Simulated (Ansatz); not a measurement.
# Bi (R-3m) in Ansatz: convergence with wavefunction cutoff

Aim: find how far wavefunction cutoff must go before the results for Bi settle, at PBE. This setting moves, with any that are tied to it; all else stays.

All numbers are computed with Ansatz 0.2.0; they aren't measurements. Logs are shortened: lines on timing, memory, paths and dates and some standing lists are left out, and cuts for length are marked.

## (1) Starting point

It takes space group R-3m (No. 166, trigonal). Conventional cell: a = 4.535 Å, b = 4.535 Å, c = 11.814 Å, α = 90.00°, β = 90.00°, γ = 120.00°. Bi (site symmetry 3m) has 6 Bi at 3.06 to 3.52 Å as nearest neighbours.

## (2) With wavefunction cutoff 200 eV

File input.yaml:

```yaml
crystal:
  lattice:
    - [2.2675, 1.3091417354, 3.938]
    - [-2.2675, 1.3091417354, 3.938]
    - [0.0, -2.6182834708, 3.938]
  atoms:
    - { symbol: Bi, position: [0.766, 0.766, 0.766] }
    - { symbol: Bi, position: [0.234, 0.234, 0.234] }
hamiltonian:
  xc: pbe
  pseudopotentials: { kind: paw }
kpoints:
  mp_grid: { grid: [6, 6, 6] }
scf:
  occupations: { method: cold, width: 0.1 }
output:
  forces: true
  stress: true
  eigenvalues: true
basis:
  ecutwfc: "200 eV"
```

Potentials or basis: Ansatz PAW.

Run with:

```sh
> ansatz run input.yaml --threads 2 --pin off --max-ram 5632MiB --backend cpu --events-out ev --progress --plain --runs-dir out
```

The log of the run:

```text
Warning: basis.ecutwfc = 200 eV is below the records' recommended 420 eV, and the density's cutoff is lower with it unless basis.ecutrho_ratio is high enough to keep the records' density cutoff: compare with a run at a higher cutoff
Warning: RAYON_NUM_THREADS=2 ignored (pool sized by the plan → 2); use --threads N
Engine: ansatz 0.2.0, x86_64-unknown-linux-gnu
Pseudopotentials: kind: paw
Pseudopotential: Bi, paw, valence charge 15, recommended cutoff 420 eV (normal), Bi.paw.azcp
Functional definition: PBE
  parameter kappa = 0.804
  parameter beta = 0.06672455060314922
  exchange = pbe_x(kappa = kappa, mu = beta*pi^2/3)
  correlation = pbe_c(beta = beta)
Crystal: 2 atoms, lattice volume = 70.139 Å³
Basis set: ecut = 200 eV, 453 PW (Γ), exchange–correlation on 48×48×48 points (8 copies of the dense FFT grid, shifted against one another)
Bands: 19, of which v1, the nominal top of the filled ones, is band 15 counted from 1 (14 counted from 0)
Symmetry: 12 space group operations
Space group: R-3m (ITA 166), of the structure as read, at distance tolerance 4.1e-5 Å
k-points: 32 of 216
Non-local potential: Bi, projectors of the file, l = 0: 2, l = 1: 2, l = 2: 2, l = 3: 2
PAW form: soft (Blöchl's): semilocal exchange-correlation on the pseudo side does not see the compensation charge
PAW one-centre angular grid: Bi, 590 points (default); XC on 64 Gauss nodes
Initial density: superposition of atomic densities (neutral atoms: chi_scale 0, normalization atom), corrected by the library's trained network
Initial wavefunctions: pseudopotential atomic-orbital guess
Functional: x = pbe(κ = 0.804, μ = 0.2195149727645171), c = pbe(β = 0.06672455060314922)
SCF iter   1: F=—  HF=-24775.631523 eV  |F-HF|=—  |Δ(HF+E_count)|=         —  Δρ=5.98e-2  dr2=1.16e0  ethr=1.77e-3  ⟨swp⟩=4.4  Hψ=2494  notcnv=0
preconditioner: auto → none  [insulator: Δε(μ)=0.163 eV  Ē_g=20.049 eV  σ=0.100 eV  W_gap=0.68  n_scr=14 (ndim 8)  ℏωp=24.3 eV  f_vac=0.004  D(μ)=0.29/eV (n_scr^D=0)  ε∞_Penn≈2.5]
SCF iter   2: F=—  HF=-24775.077806 eV  |F-HF|=—  |Δ(HF+E_count)|=   5.54e-1  S|Δr|=    0.00e0  Δρ=1.93e-2  dr2=7.74e-2  ethr=1.77e-3  ⟨swp⟩=2.0  Hψ=1472  notcnv=0
SCF iter   3: F=—  HF=-24775.071241 eV  |F-HF|=—  |Δ(HF+E_count)|=   6.57e-3  S|Δr|=    0.00e0  Δρ=5.15e-3  dr2=5.46e-3  ethr=2.58e-4  ⟨swp⟩=3.0  Hψ=1194  notcnv=0
SCF iter   4: F=—  HF=-24775.073744 eV  |F-HF|=—  |Δ(HF+E_count)|=   2.50e-3  S|Δr|=    0.00e0  Δρ=5.94e-4  dr2=3.05e-4  ethr=1.82e-5  ⟨swp⟩=2.0  Hψ=769  notcnv=0
SCF iter   5: F=—  HF=-24775.073713 eV  |F-HF|=—  |Δ(HF+E_count)|=   3.10e-5  S|Δr|=    0.00e0  Δρ=2.09e-4  dr2=3.94e-5  ethr=1.02e-6  ⟨swp⟩=2.0  Hψ=1089  notcnv=0
SCF iter   6: F=—  HF=-24775.073718 eV  |F-HF|=—  |Δ(HF+E_count)|=   4.15e-6  S|Δr|=    0.00e0  Δρ=7.01e-5  dr2=4.92e-6  ethr=1.31e-7  ⟨swp⟩=2.2  Hψ=1079  notcnv=0
SCF iter   7: F=—  HF=-24775.073717 eV  |F-HF|=—  |Δ(HF+E_count)|=   2.35e-7  S|Δr|=    0.00e0  Δρ=1.24e-5  dr2=1.48e-7  ethr=1.64e-8  ⟨swp⟩=3.0  Hψ=1097  notcnv=0
SCF iter   8: F=-24775.073717 eV  HF=-24775.073717 eV  |F-HF|=4.15e-10  |Δ(HF+E_count)|=  9.31e-10  S|Δr|=    0.00e0  Δρ=1.20e-6  dr2=1.36e-9  ethr=3.33e-10  ⟨swp⟩=4.0  Hψ=1850  notcnv=0
SCF 1 converged in 8 iterations: F = -24775.073717 eV  dr2 = 1.36e-9
SCF converged after 8 iterations
Stability not checked: this state was not tested for a lower state beside it, because cold or Methfessel-Paxton smearing, or corrected tetrahedra, fill the levels in a way that the test cannot read (fill_not_monotonic; see scf.lower_state_search)
Free energy (F): -24775.073717 eV
Harris-Foulkes:  -24775.073717 eV  (|F-HF|=4.15e-10)
Internal energy: -24775.073823 eV  (E = F + TS)
E sigma→0 (E₀):  -24775.073752 eV
Entropy (-TS):   0.000105 eV (0.053 meV/atom)
Fermi energy:    9.944517 eV
--- Per-component energies (eV) ---
  E_band       = -223.582991
  E_kinetic    = 669.782518
  E_local      = -3066.420168  (includes V_loc(G=0)·N_el)
  E_nonlocal   = 1039.478020
  E_hartree    = 991.665551
  E_xc         = -315.634020
  E_vxc        = -304.463734  (∫ρ·V_xc dr)
  E_paw        = -21300.396353  (= ΣΔE_a)
  E_vpaw       = -545.273320  (= ΣTr[D̂ρ^β])
  E_aug_tail   = -0.018095  (compensation charges beyond the density's cutoff)
  E_ewald      = -2793.531276
  E_smearing   = 0.000105  (= −TS)
  E_closure    = -0.000000  (closes the sum)
  Σ components = -24775.073717   (vs F -24775.073717, Δ=0.00e0)
--- Forces (eV/Å), atoms counted from 1 ---
  atom   1  Bi    -0.00000000    -0.00000000    -0.24050989
  atom   2  Bi     0.00000000     0.00000000     0.24050989
  max |Σ_I F_I| component: 2.78e-17 eV/Å
--- Stress (GPa, compression-positive) ---
        3.621644       0.000000      -0.000000
        0.000000       3.621644       0.000000
       -0.000000      -0.000000       1.798505
  P = ⅓ Tr σ = 3.0139 GPa (30.139 kbar)
--- Band table (eV; the first three rows and the last of 32) ---
  k-point 0: bands = ["-13.6205", "-13.6205", "-13.4851", "-13.3926", "-13.3926", "-13.3392", "-13.0313", "-13.0313", "-12.9871", "-12.9871", "-3.4797", "2.0322", "8.4953", "8.8410", "8.8410", "12.4699", "13.0878", "13.0878", "15.4167"]
  k-point 1: bands = ["-13.6028", "-13.5930", "-13.4696", "-13.4164", "-13.3464", "-13.2743", "-13.1270", "-13.1074", "-13.0223", "-12.9819", "-3.2235", "1.4824", "8.5967", "8.7943", "8.8214", "11.7890", "12.2045", "12.4482", "14.8067"]
  k-point 2: bands = ["-13.7363", "-13.5345", "-13.4731", "-13.4561", "-13.3707", "-13.3243", "-13.2171", "-13.1379", "-13.0248", "-12.7651", "-2.4769", "0.2142", "8.5711", "8.8225", "9.1398", "10.4154", "11.1070", "11.4041", "15.7098"]
  k-point 31: bands = ["-13.6499", "-13.6499", "-13.2805", "-13.2805", "-13.2409", "-13.1743", "-13.1368", "-13.1368", "-12.2844", "-12.2844", "-2.2520", "-0.3265", "8.9012", "9.4666", "9.4666", "10.6603", "10.6603", "10.6900", "17.0186"]
```

Run time: 1.5 s. Hardware: 2 threads of Intel Xeon at 2.50GHz (Skylake/Cascade Lake), shared host; peak memory 0.3 GiB.

Results:

```yaml
Free_energy: -24775.0737 eV
Pressure: 3.0 GPa
Largest_force: 0.241 eV/Å
Band_gap_on_the_k_mesh: none (metal or under the smearing width)
```

## (3) With wavefunction cutoff 250 eV

Changes to input.yaml since step 2:

```diff
@@ -20,2 +20,2 @@
 basis:
-  ecutwfc: "200 eV"
+  ecutwfc: "250 eV"
```

Potentials or basis: Ansatz PAW.

Run with:

```sh
> ansatz run input.yaml --threads 2 --pin off --max-ram 5632MiB --backend cpu --events-out ev --progress --plain --runs-dir out
```

Wall time 1.8 s (2 threads of Intel Xeon at 2.50GHz (Skylake/Cascade Lake), shared host); peak memory 0.31 GiB.

Results:

* Free energy: -24790.9717 eV
* Pressure: 2.5 GPa
* Largest force: 0.257 eV/Å
* Band gap on the k mesh: none (metal or under the smearing width)

## (4) With wavefunction cutoff 300 eV

Changes to input.yaml since step 3:

```diff
@@ -20,2 +20,2 @@
 basis:
-  ecutwfc: "250 eV"
+  ecutwfc: "300 eV"
```

Run with:

```sh
> ansatz run input.yaml --threads 2 --pin off --max-ram 5632MiB --backend cpu --events-out ev --progress --plain --runs-dir out
```

Wall time 1.8 s (2 threads of Intel Xeon at 2.50GHz (Skylake/Cascade Lake), shared host); peak memory 0.32 GiB.

What came out:

- Free energy: -24792.9258 eV
- Pressure: 2.1 GPa
- Largest force: 0.112 eV/Å
- Band gap on the k mesh: none (metal or under the smearing width)

## (5) With wavefunction cutoff 350 eV

Changes to input.yaml since step 4:

```diff
@@ -20,2 +20,2 @@
 basis:
-  ecutwfc: "300 eV"
+  ecutwfc: "350 eV"
```

Run with:

```sh
> ansatz run input.yaml --threads 2 --pin off --max-ram 5632MiB --backend cpu --events-out ev --progress --plain --runs-dir out
```

It took 2.2 s on 2 threads of Intel Xeon at 2.50GHz (Skylake/Cascade Lake), shared host; peak memory 0.34 GiB.

What came out:

```yaml
Free_energy: -24793.0938 eV
Pressure: 2.2 GPa
Largest_force: 0.123 eV/Å
Band_gap_on_the_k_mesh: none (metal or under the smearing width)
```

## (6) With wavefunction cutoff 400 eV

Changes to input.yaml since step 5:

```diff
@@ -20,2 +20,2 @@
 basis:
-  ecutwfc: "350 eV"
+  ecutwfc: "400 eV"
```

Potentials or basis: Ansatz PAW.

Run with:

```sh
> ansatz run input.yaml --threads 2 --pin off --max-ram 5632MiB --backend cpu --events-out ev --progress --plain --runs-dir out
```

Run time: 2.5 s. Hardware: 2 threads of Intel Xeon at 2.50GHz (Skylake/Cascade Lake), shared host; peak memory 0.36 GiB.

The run converged. Its results:

```
Free energy            : -24793.1010 eV
Pressure               : 2.1 GPa
Largest force          : 0.121 eV/Å
Band gap on the k mesh : none (metal or under the smearing width)
```

## (7) With wavefunction cutoff 450 eV

Changes to input.yaml since step 6:

```diff
@@ -20,2 +20,2 @@
 basis:
-  ecutwfc: "400 eV"
+  ecutwfc: "450 eV"
```

Run with:

```sh
> ansatz run input.yaml --threads 2 --pin off --max-ram 5632MiB --backend cpu --events-out ev --progress --plain --runs-dir out
```

Wall time 3 s (2 threads of Intel Xeon at 2.50GHz (Skylake/Cascade Lake), shared host); peak memory 0.38 GiB.

The run converged. Its results:

* Free energy: -24793.1033 eV
* Pressure: 2.1 GPa
* Largest force: 0.121 eV/Å
* Band gap on the k mesh: none (metal or under the smearing width)

## (8) With wavefunction cutoff 500 eV

Changes to input.yaml since step 7:

```diff
@@ -20,2 +20,2 @@
 basis:
-  ecutwfc: "450 eV"
+  ecutwfc: "500 eV"
```

Run with:

```sh
> ansatz run input.yaml --threads 2 --pin off --max-ram 5632MiB --backend cpu --events-out ev --progress --plain --runs-dir out
```

Run time: 3.6 s. Hardware: 2 threads of Intel Xeon at 2.50GHz (Skylake/Cascade Lake), shared host; peak memory 0.38 GiB.

The run converged. Its results:

```
Free energy            : -24793.1045 eV
Pressure               : 2.1 GPa
Largest force          : 0.121 eV/Å
Band gap on the k mesh : none (metal or under the smearing width)
```

## (9) With wavefunction cutoff 600 eV

Changes to input.yaml since step 8:

```diff
@@ -20,2 +20,2 @@
 basis:
-  ecutwfc: "500 eV"
+  ecutwfc: "600 eV"
```

Potentials or basis: Ansatz PAW.

Run with:

```sh
> ansatz run input.yaml --threads 2 --pin off --max-ram 5632MiB --backend cpu --events-out ev --progress --plain --runs-dir out
```

Wall time 4.3 s (2 threads of Intel Xeon at 2.50GHz (Skylake/Cascade Lake), shared host); peak memory 0.41 GiB.

Results (log left out):

* Free energy: -24793.1048 eV
* Pressure: 2.1 GPa
* Largest force: 0.121 eV/Å
* Band gap on the k mesh: none (metal or under the smearing width)

## (10) With wavefunction cutoff 800 eV

Changes to input.yaml since step 9:

```diff
@@ -20,2 +20,2 @@
 basis:
-  ecutwfc: "600 eV"
+  ecutwfc: "800 eV"
```

Run with:

```sh
> ansatz run input.yaml --threads 2 --pin off --max-ram 5632MiB --backend cpu --events-out ev --progress --plain --runs-dir out
```

Wall time 6.4 s (2 threads of Intel Xeon at 2.50GHz (Skylake/Cascade Lake), shared host); peak memory 0.46 GiB.

The run converged. Its results:

```
Free energy            : -24793.1050 eV
Pressure               : 2.1 GPa
Largest force          : 0.121 eV/Å
Band gap on the k mesh : none (metal or under the smearing width)
```

## (11) Summary

```
wavefunction cutoff  energy less the tightest run, at zero smearing (meV/atom)  pressure (GPa)  largest force (eV/Å)  SCF cycles  CPU time (s)  peak memory (GiB)
             200 eV                                                    9015.71            3.01                 0.241           8           2.2                0.3
             250 eV                                                    1066.68            2.52                 0.257           6           2.6               0.31
             300 eV                                                      89.62            2.11                 0.112           5           2.8               0.32
             350 eV                                                       5.59            2.15                 0.123           5           3.5               0.34
             400 eV                                                       1.98            2.15                 0.121           5           4.1               0.36
             450 eV                                                       0.87            2.15                 0.121           6             5               0.38
             500 eV                                                       0.26            2.15                 0.121           7             6               0.38
             600 eV                                                       0.08            2.15                 0.121           7           7.3               0.41
             800 eV                                                       0.00            2.14                 0.121           7            11               0.46
```

Against the tightest run, the energy stays within 1 meV/atom from 450 eV on; the pressure stays within 0.1 GPa from 300 eV on; the largest force stays within 0.005 eV/Å from 350 eV on. The tightest run that finished is the yardstick and may itself not be fully converged.

Caveats: spin-orbit coupling is left out, which moves the levels of the heavy elements.
